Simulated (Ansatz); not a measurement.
## Structure relaxation of CuO

Computed with DFT PBE, scalar-relativistic, plane waves, PAW (Ansatz).

The start is a database structure of CuO, space group P-1 (No. 2).

Input of the last, converged step (default PAW datasets):

```yaml
crystal:
  lattice:
    - [2.9455348907, 0.0, 0.0]
    - [0.0, 2.9455348907, 0.0]
    - [0.0, 0.0, 5.1567087263]
  atoms:
    - { symbol: Cu, position: [0.5, 0.0, 0.5] }
    - { symbol: Cu, position: [0.0, 0.5, 0.0] }
    - { symbol: O, position: [0.0, 0.0, 0.25] }
    - { symbol: O, position: [0.0, 0.0, 0.75] }
basis:
  ecutwfc: 420
kpoints:
  mp_grid: { grid: [16, 16, 10] }
hamiltonian:
  xc: pbe
scf:
  occupations: { method: gaussian, width: 0.1 }
output:
  forces: true
  stress: true
  eigenvalues: true
relax:
  adjacent_minimum: "off"
  f_tol: 0.01
  max_steps: 80
  cell: { stress_tol: 0.05 }
```

Launched as:

```bash
ansatz run input.yaml --threads 1 --pin off --max-ram 2560MiB --backend cpu --events-out ev --progress --plain --runs-dir out
```

Time: 57 s on 1 thread of Arm Neoverse V2 (shared host), peak memory 0.53 GiB.

End of the output:

```
SCF converged after 6 iterations
Free energy (F): -14382.571817 eV
Harris-Foulkes:  -14382.571817 eV  (|F-HF|=3.09e-11)
Internal energy: -14382.560875 eV  (E = F + TS)
E sigma→0 (E₀):  -14382.566346 eV
Entropy (-TS):   -0.010942 eV (-2.736 meV/atom)
Fermi energy:    10.698193 eV
--- Per-component energies (eV) ---
  E_band       = -934.318429
  E_kinetic    = 941.025868
  E_local      = -10195.935950  (includes V_loc(G=0)·N_el)
  E_nonlocal   = 876.027540
  E_hartree    = 4412.997482
  E_xc         = -323.250855
  E_vxc        = -414.862542  (∫ρ·V_xc dr)
  E_paw        = -3637.440481  (= ΣΔE_a)
  E_vpaw       = -966.573304  (= ΣTr[D̂ρ^β])
  E_aug_tail   = 0.005559  (compensation charges beyond the density's cutoff)
  E_ewald      = -6455.990036
  E_smearing   = -0.010942  (= −TS)
  E_closure    =  0.000000  (closes the sum)
  Σ components = -14382.571817   (vs F -14382.571817, Δ=0.00e0)
--- Forces (eV/Å), atoms counted from 1 ---
  atom   1  Cu     0.00000000     0.00000000     0.00000000
  atom   2  Cu     0.00000000     0.00000000     0.00000000
  atom   3  O      0.00000000     0.00000000     0.00000000
  atom   4  O      0.00000000     0.00000000     0.00000000
  max |Σ_I F_I| component: 2.78e-17 eV/Å
--- Stress (GPa, compression-positive) ---
        0.013799       0.000000       0.000000
        0.000000       0.013799       0.000000
        0.000000       0.000000       0.001004
  P = ⅓ Tr σ = 0.0095 GPa (0.095 kbar)
--- Relaxed structure (3 steps of the walk, 3 accepted, 1 SCFs on fresh bases) ---
  F+E_penalty+E_count = -14382.57181703 eV   max|allowed force component| = 1.388e-17 eV/Å   (the final SCF, on the basis selected at the relaxed cell)
  cell:  # Å, volume = 44.7891 Å³
    - [2.948852, 0.000000, 0.0]
    - [0.000000, 2.948852, 0.0]
    - [0.0, 0.0, 5.150700]
  atoms:
    - { symbol: Cu, position: [0.5, 0.000000, 0.5] }
    - { symbol: Cu, position: [0.000000, 0.5, 0.0] }
    - { symbol: O, position: [0.000000, 0.000000, 0.25] }
    - { symbol: O, position: [0.000000, 0.000000, 0.750000] }
```

Total energies depend on the potentials used, so only differences within one code and one set of settings carry meaning.

The result has space group P4_2/mmc (No. 131). Around Cu lie 4 O at 1.96 Å; O has 4 Cu at 1.96 Å.

Against the elements it lies at -0.57 eV/atom. The zero of energy is the elements' standard structures at the same level (O₂ as a molecule); no fitted shifts are applied.

For metals, differences of a few meV/atom aren't resolved.

Symmetry constrained the relaxation, so the result can be a saddle point.